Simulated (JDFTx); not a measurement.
# CoO: equation of state with RPBE

The system is CoO.

```
CELL_PARAMETERS angstrom
0.00000 2.13150 2.13150
2.13150 0.00000 2.13150
2.13150 2.13150 0.00000
ATOMIC_POSITIONS crystal
Co 0.00000 0.00000 0.00000
O 0.50000 0.50000 0.50000
```

| Quantity | Value |
| --- | --- |
| Program | JDFTx 1.7.0 (patched build) |
| Task | equation of state |
| Functional | RPBE |
| Potentials or basis | PseudoDojo-SR-PBE-0.5-standard with smoothed tails |
| Cutoff | 1306 eV |
| Density cutoff | 10449 eV |
| k mesh | 11 × 11 × 11 |
| Occupations | fermi-dirac, width 0.05 eV |
| Spin | collinear spin, ferromagnetic start |
| Starting moments | [2.0, 0.0] μB |

```json
{
 "Equilibrium volume": "9.89 Å³/atom",
 "Bulk modulus": "171 GPa",
 "Pressure derivative of the bulk modulus": "3.7 (rough: it moves with the points fitted)"
}
```

Energy against volume, from the lowest point:
```
volume (Å³/atom)  energy (meV/atom)
           9.103              38.32
           9.297              21.15
           9.490               9.31
           9.684               2.40
           9.878               0.00
          10.071               1.66
          10.265               6.99
```

Caveat: the potentials were made for another functional, which shifts forces and pressure. RPBE and its kin give volumes clearly too large for solids.
